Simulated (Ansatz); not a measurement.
**Squeezing Ag (hcp type)**

```yaml
crystal:
  lattice:
    - [2.91691, 0.00000, 0.00000]
    - [-1.45846, 2.52612, 0.00000]
    - [0.00000, 0.00000, 4.84644]
  atoms:
    - { symbol: Ag, position: [0.33333, 0.66667, 0.25000] }
    - { symbol: Ag, position: [0.66667, 0.33333, 0.75000] }
```

The cell comes from a relaxation on PAW files under the same functional, begun from a prototype that needn't be the stable phase.

Its volume is scaled, and at each volume shape and atoms are relaxed on PAW files; all methods then take that cell.

Level of theory: DFT with PBE, scalar-relativistic, in Ansatz 0.2.0; a Γ-centred 15×15×8 k mesh, Fermi–Dirac smearing of 0.05 eV, no spin polarisation. LAPW: all electrons, basis error target 1 meV/atom; PAW: frozen-core files, cutoff 420 eV; crystal datasets: all electrons, by PAW datasets that the program makes for each cell; norm-conserving: pseudopotentials, cutoff 960 eV; PAW (cutoff 250 eV): frozen-core files, cutoff 250 eV.

Energies are extrapolated to zero smearing and count from the unscaled cell; pressure is positive in compression; gaps take the mesh and a band path. No temperature or zero-point motion is included.

```tsv
V/V0	V (Å³/atom)	P LAPW (GPa)	ΔE LAPW (eV/atom)	P PAW − LAPW (GPa)	ΔE PAW − LAPW (meV/atom)	space group	shortest distance (Å)
1.00	17.86	-0.02	0.000	0.01	0.0	P6_3/mmc	2.917
0.88	15.71	16.78	0.097	0.04	0.4	P6_3/mmc	2.798
0.78	13.93	45.9	0.428	0.08	1.0	P6_3/mmc	2.690
0.68	12.14	104.4	1.227	0.10	2.1	P6_3/mmc	2.574
0.58	10.36	228.3	2.992	0.08	3.2	P6_3/mmc	2.442
0.50	8.93	432.1	5.834	0.06	3.9	P6_3/mmc	2.325
0.43	7.68	779.2	?	0.05	4.2	P6_3/mmc	2.211
```

(1) Fill in "ΔE LAPW (eV/atom)" for the row "0.43".

(2) Fit the Vinet equation to the LAPW pressures over the whole range, with residuals weighted by 1/(|P| + 0.03·Pmax).

(3) From the table, what is the rise of the enthalpy H = E + pV up to the last row, and how stiff is the crystal between the last two rows?

(4) At the smallest volume, how far do crystal datasets and norm-conserving and PAW (cutoff 250 eV) lie from LAPW in pressure?

(5) How do the Löwdin populations by LAPW change from the unscaled cell to the last row?

Answers

(1) 10.412.

(2) V0 = 17.87 Å³/atom, B0 = 86 GPa and B0′ = 6.27, and the fit misses no point by more than 5.2 GPa. A fit over so wide a range pins B0 less well than one near rest.

(3) ΔH = 10.412 eV + (779.2 GPa × 7.68 Å³ + 0.02 GPa × 17.86 Å³) × 0.006242 eV/(GPa·Å³) = 47.75 eV/atom, of which pV makes 78 %. The mean bulk modulus there is −ΔP/Δln V = 2300 GPa.

(4) crystal datasets: 0.00 GPa; norm-conserving: +0.98 GPa; PAW (cutoff 250 eV): +1.94 GPa, on a LAPW pressure of 779.2 GPa.

(5) Ag 4s 1.99 → 1.95, Ag 5s 1.02 → 1.06 electrons an atom. These are projections on the shells that the free atoms fill; 0.23 e a cell lies outside them at the start and 0.32 e at the end.
